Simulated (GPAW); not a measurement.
# Co (P6_3/mmc) in GPAW: a series of runs, part 2 of 2

GPAW 26.7.0. Earlier steps stand in the parts before.

### Step 3. Band structure, r2SCAN, collinear spin, ferromagnetic start

Contents of run.py:

```python
from ase.dft.bandgap import bandgap
from ase.io import write
from ase.spacegroup import crystal
from ase.units import GPa
from gpaw import GPAW, PW

# Co 2c
atoms = crystal(['Co'],
                basis=[[0.6666666667, 0.3333333333, 0.75]],
                spacegroup=194, setting=1,  # P6_3/mmc
                cellpar=[2.4719999, 2.4719999, 4.02114408, 90.0, 90.0, 120.0],
                primitive_cell=True)
atoms.set_initial_magnetic_moments([2.0, 2.0])

calc = GPAW(mode=PW(600),
            xc='MGGA_X_R2SCAN+MGGA_C_R2SCAN',
            kpts={'size': (9, 9, 5), 'gamma': True},
            occupations={'name': 'fermi-dirac', 'width': 0.05},
            nbands=21,
            convergence={'density': 1e-05, 'energy': 1e-05},
            maxiter=150,
            txt='gpaw.txt')
atoms.calc = calc
energy = atoms.get_potential_energy()
forces = atoms.get_forces()
stress = atoms.get_stress()
calc.write('gs.gpw')
write('result.traj', atoms)
print(f'Energy: {energy:.6f} eV')
print('Forces (eV/A):')
print(forces.round(4))
print('Stress (GPa):', (stress / GPa).round(3))
print('Moments:', calc.get_magnetic_moments().round(3))
print('Fermi level:', round(calc.get_fermi_level(), 4), 'eV')
print(f'Gap: {bandgap(calc)[0]:.4f} eV, direct: {bandgap(calc, direct=True)[0]:.4f} eV')

path = atoms.cell.bandpath('GMKGALHA,LM,KH', npoints=80, eps=1e-4)
bs_calc = calc.fixed_density(kpts=path, symmetry='off', nbands=31,
                             convergence={'bands': 'CBM+6.0', 'eigenstates': 1e-6}, txt='bands.txt')
bs = bs_calc.band_structure()
bs.write('bs.json')
print(f'Gap on the path: {bandgap(bs_calc)[0]:.4f} eV')
```

Potentials or basis: GPAW PAW data sets (gpaw-data 1.2.1), pw.

Started as:

```
$ OMP_NUM_THREADS=1 python run.py
```

gpaw.txt:

```text
__  _  _
 | _ |_)|_||  |
 |__||  | ||/\| - 26.7.0

Input parameters:
  mode=PW(ecut=600.0),
  convergence={'density': 1e-05, 'energy': 1e-05},
  kpts=MonkhorstPack(size=(9, 9, 5), gamma=True),
  maxiter=150,
  nbands=21,
  occupations=Occupations(name='fermi-dirac', width=0.05),
  xc=XC(name='MGGA_X_R2SCAN+MGGA_C_R2SCAN')

Diagonalizing LCAO Hamiltonian
Converting LCAO to pw mode

          Co

        Co

Atoms  # Å, Bohr magnetons
|   | symbol |         x |        y |        z |    initial magnetic moments |
|---|--------|-----------|----------|----------|-----------------------------|
| 0 |     Co |  1.236000 | 0.713605 | 3.015858 | ( 0.0000,  0.0000,  2.0000) |
| 1 |     Co | -0.000000 | 1.427210 | 1.005286 | ( 0.0000,  0.0000,  2.0000) |

Unit cell  # Å
| periodic |         x |        y |        z |  lengths |     angles |
[... 161 lines left out ...]

dipole moment: (-0.000001, -0.000002, -0.000003)  # |e|*Ang

Total magnetic moment: (0.000000, 0.000000, 3.515675)

Local magnetic moments
|        x |        y |        z |
|----------|----------|----------|
| 0.000000 | 0.000000 | 1.900194 |  # Co   0
| 0.000000 | 0.000000 | 1.900194 |  # Co   1

Fermi level: 11.038
Eigenvalues  # (at kpt = [0.000, 0.000, 0.000])
| band index |      eig [eV] | occ [0-1] |      eig [eV] | occ [0-1] |
|------------|---------------|-----------|---------------|-----------|
|          0 |         1.379 |     1.000 |         0.816 |     1.000 |
|        ... |               |           |               |           |
|          3 |         7.616 |     1.000 |        10.022 |     1.000 |
|          4 |         7.616 |     1.000 |        10.110 |     1.000 |
|          5 |         7.929 |     1.000 |        10.110 |     1.000 |
|          6 |         7.929 |     1.000 |        10.509 |     1.000 |
|          7 |         8.288 |     1.000 |        10.510 |     1.000 |
|          8 |         8.288 |     1.000 |        11.028 |     0.551 |
[... 8 lines left out ...]
|         17 |        37.530 |     0.000 |        37.409 |     0.000 |
|         18 |        37.808 |     0.000 |        38.495 |     0.000 |
|        ... |               |           |               |           |
|         20 |        40.343 |     0.000 |        42.438 |     0.000 |

No gap
No difference between direct/indirect transitions

Forces  # eV/Ang
|        x |        y |        z |
|----------|----------|----------|
| -0.00000 | -0.00000 | -0.00007 |  # Co   0
|  0.00000 |  0.00000 |  0.00007 |  # Co   1

Stress tensor  # eV/Ang^3
|         x |         y |         z |
|-----------|-----------|-----------|
| -0.008999 |  0.000000 |  0.000000 |
|  0.000000 | -0.008999 | -0.000000 |
|  0.000000 | -0.000000 |  0.003731 |

# Writing to gs.gpw (mode='')
```

Run time: 2.2 min. Hardware: 1 thread of Arm Neoverse V2, shared host; peak memory 0.31 GiB.

Results:

| Item | Value |
| --- | --- |
| Free energy | -27.3099 eV |
| Pressure | 0.8 GPa |
| Band gap along the path | none (metal or under the smearing width) |
| Net moment | 3.52 μB per cell |
| Site moments | Co +1.90 μB |

Levels at the corners of the path, in eV from the Fermi level:
Spin up:
| point | band 7 | band 8 | band 9 | band 10 | band 11 | band 12 | band 13 |
| --- | --- | --- | --- | --- | --- | --- | --- |
| Γ | -3.11 | -2.75 | -2.75 | -1.63 | -1.63 | -0.48 | 6.20 |
| M | -2.99 | -1.45 | -1.41 | -1.30 | 0.86 | 3.08 | 9.80 |
| K | -2.72 | -1.72 | -1.72 | -1.64 | 4.29 | 5.25 | 5.25 |
| Γ | -3.11 | -2.75 | -2.75 | -1.63 | -1.63 | -0.48 | 6.20 |
| A | -3.49 | -3.49 | -1.95 | -1.95 | -1.95 | -1.95 | 15.26 |
| L | -1.80 | -1.80 | -1.36 | -1.36 | 1.33 | 1.33 | 7.25 |
| H | -2.71 | -2.71 | -1.55 | -1.55 | 5.66 | 5.66 | 7.25 |
| A | -3.49 | -3.49 | -1.95 | -1.95 | -1.95 | -1.95 | 15.26 |
| L | -1.80 | -1.80 | -1.36 | -1.36 | 1.33 | 1.33 | 7.25 |
| M | -2.99 | -1.45 | -1.41 | -1.30 | 0.86 | 3.08 | 9.80 |
| K | -2.72 | -1.72 | -1.72 | -1.64 | 4.29 | 5.25 | 5.25 |
| H | -2.71 | -2.71 | -1.55 | -1.55 | 5.66 | 5.66 | 7.25 |
Spin down:
```tsv
point	band 5	band 6	band 7	band 8	band 9	band 10	band 11	band 12
Γ	-0.93	-0.93	-0.53	-0.53	-0.01	-0.01	1.31	1.31
M	-1.15	-1.06	-0.67	1.45	1.58	1.63	2.68	4.44
K	-1.48	-1.48	-0.31	1.10	1.10	1.30	5.38	6.32
Γ	-0.93	-0.93	-0.53	-0.53	-0.01	-0.01	1.31	1.31
A	-0.99	-0.99	-0.99	-0.99	0.94	0.94	0.94	0.94
L	-0.07	-0.07	0.08	0.08	1.56	1.56	2.18	2.18
H	-2.09	-2.09	-0.09	-0.09	1.30	1.30	6.45	6.45
A	-0.99	-0.99	-0.99	-0.99	0.94	0.94	0.94	0.94
L	-0.07	-0.07	0.08	0.08	1.56	1.56	2.18	2.18
M	-1.15	-1.06	-0.67	1.45	1.58	1.63	2.68	4.44
K	-1.48	-1.48	-0.31	1.10	1.10	1.30	5.38	6.32
H	-2.09	-2.09	-0.09	-0.09	1.30	1.30	6.45	6.45
```

Caveat: the PAW data sets were made with another functional, which shifts forces and pressure a little.

### Step 4. Band structure, r4SCAN, collinear spin, ferromagnetic start

Changes to run.py since step 3:

```diff
@@ -1,4 +1,3 @@
 from ase.dft.bandgap import bandgap
-from ase.io import write
-from ase.spacegroup import crystal
+from ase.io import read, write
 from ase.units import GPa
@@ -6,8 +5,3 @@
 
-# Co 2c
-atoms = crystal(['Co'],
-                basis=[[0.6666666667, 0.3333333333, 0.75]],
-                spacegroup=194, setting=1,  # P6_3/mmc
-                cellpar=[2.4719999, 2.4719999, 4.02114408, 90.0, 90.0, 120.0],
-                primitive_cell=True)
+atoms = read('Co.xyz')
 atoms.set_initial_magnetic_moments([2.0, 2.0])
@@ -15,3 +9,3 @@
 calc = GPAW(mode=PW(600),
-            xc='MGGA_X_R2SCAN+MGGA_C_R2SCAN',
+            xc='MGGA_X_R4SCAN+MGGA_C_R2SCAN',
             kpts={'size': (9, 9, 5), 'gamma': True},
@@ -36,3 +30,3 @@
 
-path = atoms.cell.bandpath('GMKGALHA,LM,KH', npoints=80, eps=1e-4)
+path = atoms.cell.bandpath('GMKGALHA,LM,KH', npoints=100, eps=1e-4)
 bs_calc = calc.fixed_density(kpts=path, symmetry='off', nbands=31,
```

Contents of Co.xyz:

```xyz
2
Lattice="2.4719999032 0.0000000000 0.0000000000 -1.2359999516 2.1408147143 0.0000000000 0.0000000000 0.0000000000 4.0211440800" Properties=species:S:1:pos:R:3 pbc="T T T"
Co     1.2359999517      0.7136049047      3.0158580600
Co    -0.0000000001      1.4272098096      1.0052860200
```

Started as:

```
$ OMP_NUM_THREADS=1 python run.py
```

Wall time 2.9 min (1 thread of Arm Neoverse V2, shared host); peak memory 0.33 GiB.

Results (log left out):

```
Free energy             : -30.4815 eV
Pressure                : -1.0 GPa
Band gap along the path : none (metal or under the smearing width)
Net moment              : 3.50 μB per cell
Site moments            : Co +1.91 μB
```

Stress tensor (GPa, compression positive):
```
-0.37  0.00  0.00
 0.00 -0.37  0.00
 0.00  0.00 -2.26
```

Levels at the corners of the path, in eV from the Fermi level:
Spin up:
```csv
point,band 8,band 9,band 10,band 11,band 12,band 13
Γ,-2.77,-2.77,-1.65,-1.65,-0.40,6.20
M,-1.47,-1.43,-1.32,0.90,3.10,9.84
K,-1.72,-1.72,-1.66,4.35,5.27,5.27
Γ,-2.77,-2.77,-1.65,-1.65,-0.40,6.20
A,-3.50,-1.97,-1.97,-1.97,-1.97,15.31
L,-1.80,-1.38,-1.38,1.38,1.38,7.26
H,-2.72,-1.56,-1.56,5.69,5.69,7.32
A,-3.50,-1.97,-1.97,-1.97,-1.97,15.31
L,-1.80,-1.38,-1.38,1.38,1.38,7.26
M,-1.47,-1.43,-1.32,0.90,3.10,9.84
K,-1.72,-1.72,-1.66,4.35,5.27,5.27
H,-2.72,-1.56,-1.56,5.69,5.69,7.32
```
Spin down:
```
point  band 6  band 7  band 8  band 9  band 10  band 11
    Γ   -0.93   -0.54   -0.54    0.01     0.01     1.35
    M   -1.05   -0.68    1.47    1.62     1.64     2.64
    K   -1.45   -0.30    1.09    1.09     1.34     5.25
    Γ   -0.93   -0.54   -0.54    0.01     0.01     1.35
    A   -1.00   -1.00   -1.00    0.97     0.97     0.97
    L   -0.14    0.10    0.10    1.57     1.57     2.17
    H   -2.09   -0.07   -0.07    1.31     1.31     6.48
    A   -1.00   -1.00   -1.00    0.97     0.97     0.97
    L   -0.14    0.10    0.10    1.57     1.57     2.17
    M   -1.05   -0.68    1.47    1.62     1.64     2.64
    K   -1.45   -0.30    1.09    1.09     1.34     5.25
    H   -2.09   -0.07   -0.07    1.31     1.31     6.48
```

Caveat: the PAW data sets were made with another functional, which shifts forces and pressure a little.

### Step 5. Summary

| level | older calculator (legacy_gpaw) | band points | pressure (GPa) | moment (μB) |
| --- | --- | --- | --- | --- |
| optB88-vdW | yes | 100 | - | 3.04 |
| r2SCAN | - | 80 | 0.8 | 3.52 |
| r4SCAN | - | 100 | -1.0 | 3.50 |

Alike in all rows: task band structure; potentials or basis GPAW PAW data sets (gpaw-data 1.2.1), pw; spin collinear, ferromagnetic start; cell as given; k mesh 9 × 9 × 5; cutoff (eV) 600; smearing fermi-dirac 0.05 eV.

Caveats: the PAW data sets were made with another functional, which shifts forces and pressure a little.

Absolute energies hang on the potentials; compare differences alone.
